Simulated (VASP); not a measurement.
The system is FeS2 (Marcasite).

```
Fe S
1.0
     4.44000    0.00000    0.00000
     0.00000    5.39000    0.00000
     0.00000    0.00000    3.37000
Fe S
2 4
Cartesian
  0.0000 0.0000 0.0000
  2.2200 2.6950 1.6850
  0.9013 2.0212 0.0000
  1.3187 4.7162 1.6850
  3.5387 3.3687 0.0000
  3.1213 0.6737 1.6850
```

```yaml
Program: VASP 6.6.1
Task: relaxation of cell and atoms
Functional: PBEsol
Potentials_or_basis: VASP PAW PBE potentials, release 64 (Fe, S)
Cutoff: 420 eV
k_mesh: 6 × 5 × 8
Occupations: gaussian, width 0.02 eV
Spin: no spin polarisation
```

At the start: pressure -5.4 GPa; volume 13.44 Å³/atom.

Where does the relaxation end?

Over 9 steps the energy falls by 9.0 meV/atom and the volume is 13.01 Å³/atom (-3.2 %); space group Pnnm (No. 58, to 0.05 Å).

Step by step:
| step | energy change (eV) | largest force (eV/Å) | pressure (GPa) | volume (Å³) |
| --- | --- | --- | --- | --- |
| 1 | 0.0000 | 0.2492 | -5.44 | 80.65 |
| 2 | -0.0015 | 0.0669 | 6.52 | 75.44 |
| 3 | -0.0511 | 0.1106 | 0.16 | 77.95 |
| 4 | -0.0511 | 0.1072 | 0.28 | 77.90 |
| 5 | -0.0535 | 0.0420 | 0.19 | 77.97 |
| 6 | -0.0538 | 0.0260 | 0.09 | 78.00 |
| 7 | -0.0541 | 0.0079 | -0.09 | 78.09 |
| 8 | -0.0542 | 0.0095 | 0.00 | 78.07 |
| 9 | -0.0542 | 0.0034 | 0.01 | 78.07 |

Final structure:
```
Fe S
1.0
     4.37043    0.00000    0.00000
     0.00000    5.33778    0.00000
     0.00000    0.00000    3.34650
Fe S
2 4
Direct
  0.00000 0.00000 0.00000
  0.50000 0.50000 0.50000
  0.20639 0.37484 0.00000
  0.29361 0.87484 0.50000
  0.79361 0.62516 0.00000
  0.70639 0.12516 0.50000
```

Caveat: the PAW data sets were made with another functional, which shifts forces and pressure a little.
